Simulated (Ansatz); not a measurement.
Geometry optimisation, DFT PBE, scalar-relativistic, plane waves, PAW in Ansatz.

The input (input.yaml):

```yaml
crystal:
  lattice:
    - [7.193679, 0.0, 0.0]
    - [0.0, 7.193679, 0.0]
    - [0.0, 0.0, 12.127172]
  atoms:
    - { symbol: Si, position: [0.0, 0.0, 0.0] }
    - { symbol: Si, position: [0.2059929, 0.0, 0.7877773] }
    - { symbol: Si, position: [0.5, 0.2940071, 0.7122227] }
    - { symbol: Si, position: [0.0, 0.2059929, 0.2122227] }
    - { symbol: Si, position: [0.2940071, 0.5, 0.2877773] }
    - { symbol: O, position: [0.0, 0.181519, 0.0790927] }
    - { symbol: O, position: [0.681519, 0.5, 0.4209073] }
    - { symbol: O, position: [0.318481, 0.5, 0.4209073] }
    - { symbol: O, position: [0.0, 0.818481, 0.0790927] }
    - { symbol: O, position: [0.0, 0.0, 0.7337135] }
    - { symbol: O, position: [0.0, 0.0, 0.2662865] }
    - { symbol: O, position: [0.8167715, 0.3167715, 0.25] }
    - { symbol: O, position: [0.8167715, 0.6832285, 0.25] }
    - { symbol: O, position: [0.1832285, 0.3167715, 0.25] }
    - { symbol: O, position: [0.1832285, 0.6832285, 0.25] }
    - { symbol: Si, position: [0.5, 0.5, 0.5] }
    - { symbol: Si, position: [0.7059929, 0.5, 0.2877773] }
    - { symbol: Si, position: [0.0, 0.7940071, 0.2122227] }
    - { symbol: Si, position: [0.5, 0.7059929, 0.7122227] }
    - { symbol: Si, position: [0.7940071, 0.0, 0.7877773] }
    - { symbol: O, position: [0.5, 0.681519, 0.5790927] }
    - { symbol: O, position: [0.181519, 0.0, 0.9209073] }
    - { symbol: O, position: [0.818481, 0.0, 0.9209073] }
    - { symbol: O, position: [0.5, 0.318481, 0.5790927] }
    - { symbol: O, position: [0.5, 0.5, 0.2337135] }
    - { symbol: O, position: [0.5, 0.5, 0.7662865] }
    - { symbol: O, position: [0.3167715, 0.8167715, 0.75] }
    - { symbol: O, position: [0.3167715, 0.1832285, 0.75] }
    - { symbol: O, position: [0.6832285, 0.8167715, 0.75] }
    - { symbol: O, position: [0.6832285, 0.1832285, 0.75] }
    - { symbol: Si, position: [0.0052381, 0.7888125, 0.4975028] }
basis:
  ecutwfc: 420.0
kpoints:
  mp_grid: { grid: [2, 2, 1] }
hamiltonian:
  xc: pbe
  pseudopotentials: { kind: paw, azcp: { folder: soft_1 } }
scf:
  occupations: { method: gaussian, width: 0.02 }
  lower_state_search: "off"
relax:
  f_tol: 0.03
  max_steps: 60
  adjacent_minimum: "off"
```

Command:

```bash
$ ansatz run input.yaml --threads 2 --pin off --max-ram 5120MiB --backend cpu --events-out ev --progress --plain --runs-dir out
```

Where does it end, and by what steps?

It converged. The force dipped under the threshold on the way, but the program's further checks kept it going. Limits of this set-up: coarse k mesh. After 22 steps the energy has fallen by 0.553 eV; Si31 moved furthest, 1.45 Å.

```tsv
step	energy less start (eV)	largest force component (eV/Å)	accepted
0	0.0000	0.521	yes
1	-0.0857	0.482	yes
2	-0.1912	0.463	yes
3	-0.2677	0.381	yes
4	-0.3313	0.240	yes
5	-0.3558	0.210	yes
6	-0.3801	0.211	yes
7	-0.4147	0.187	yes
8	-0.4522	0.169	yes
9	-0.4862	0.158	yes
10	-0.5155	0.131	yes
11	-0.5343	0.058	yes
12	-0.5362	0.025	yes
13	-0.5241	0.354	no
14	-0.5382	0.035	yes
15	-0.5425	0.103	yes
16	-0.5443	0.076	yes
17	-0.5476	0.040	yes
18	-0.5488	0.039	yes
19	-0.5505	0.069	yes
20	-0.5515	0.035	yes
21	-0.5522	0.031	yes
22	-0.5526	0.028	yes
```

```xyz
31
Lattice="7.1937 0.0000 0.0000 0.0000 7.1937 0.0000 0.0000 0.0000 12.1272" Properties=species:S:1:pos:R:3
Si 0.032 0.070 -0.003
Si 1.567 0.009 9.555
Si 3.645 2.121 8.531
Si -0.050 1.313 2.703
Si 2.051 3.454 3.509
O 0.031 1.302 1.060
O 4.898 3.744 5.030
O 2.255 3.736 5.104
O 0.015 5.857 0.818
O 0.055 -0.049 8.845
O -0.086 -0.234 3.231
O 5.788 2.064 3.166
O 5.778 4.699 2.708
O 1.258 2.053 3.301
O 1.244 4.685 2.838
Si 3.603 3.713 6.023
Si 5.010 3.464 3.424
Si -0.062 5.536 2.421
Si 3.646 5.062 8.669
Si 5.728 0.011 9.534
O 3.629 4.989 7.042
O 1.351 0.145 11.163
O 5.923 0.158 11.143
O 3.629 2.348 6.924
O 3.513 3.345 2.790
O 3.652 3.560 9.295
O 2.326 5.822 9.230
O 2.322 1.311 8.999
O 4.977 5.821 9.204
O 4.978 1.310 8.964
Si 0.059 6.982 6.657
```

The run took 4 min on 2 threads of Arm Neoverse V1, on a shared host, peak memory 1.1 GiB.
